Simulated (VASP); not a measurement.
VASP input:

INCAR:
```
# general
SYSTEM =ZnTe
PREC   =Accurate
ENCUT  =520   # plane-wave cut-off (eV)
LREAL  =.FALSE.
LASPH  =.TRUE.

# electronic loop
EDIFF  =1E-7
NELM   =100
ALGO   =Normal   # blocked Davidson
LMAXMIX=4

# smearing
ISMEAR =0   # Gaussian
SIGMA  =0.05   # width (eV)

# ions
ISIF   =2

# output
LWAVE  =.FALSE.
LCHARG =.FALSE.
```

File POSCAR:
```
ZnTe
1
    0.0000000000     2.9404832533     2.9404832533
    2.9404832533     0.0000000000     2.9404832533
    2.9404832533     2.9404832533     0.0000000000
Zn Te
1 1
Direct
  0.0000000000   0.0000000000   0.0000000000
  0.2500000000   0.2500000000   0.2500000000
```

**KPOINTS**
```
kpoints
0
Gamma
  8 8 8
```

POTCAR, in this order: Zn Te (LDA.64 set). Program: vasp_std.

Task: Translate this LDA calculation to Quantum ESPRESSO's pw.x.

Result: One equivalent input (not run):
```
&CONTROL
  calculation = 'scf'
  pseudo_dir = './pseudo'
  outdir = './out'
  tprnfor = .true.
  tstress = .true.
/
&SYSTEM
  ibrav = 0
  nat = 2
  ntyp = 2
  ecutwfc = 84
  occupations = 'smearing'
  smearing = 'gaussian'
  degauss = 0.003675
  input_dft = 'pz'
/
&ELECTRONS
  conv_thr = 7.3e-09
  electron_maxstep = 100
/
ATOMIC_SPECIES
  Zn 65.380 Zn.upf
  Te 127.600 Te.upf
CELL_PARAMETERS angstrom
     0.0000000    2.9404833    2.9404833
     2.9404833    0.0000000    2.9404833
     2.9404833    2.9404833    0.0000000
ATOMIC_POSITIONS crystal
  Zn   0.0000000  0.0000000  0.0000000
  Te   0.2500000  0.2500000  0.2500000
K_POINTS automatic
  8 8 8 0 0 0
```
What does not carry over: the potentials are each code's own (VASP's PAW set, PseudoDojo norm-conserving files in pw.x), so ENCUT and ecutwfc are chosen apart and not converted; conv_thr bounds pw.x's estimated SCF error, while EDIFF bounds the energy change between steps.

The compound is ZnTe in the zinc blende structure. This cell is one point of a volume scan, at 0.94 of the reference volume.
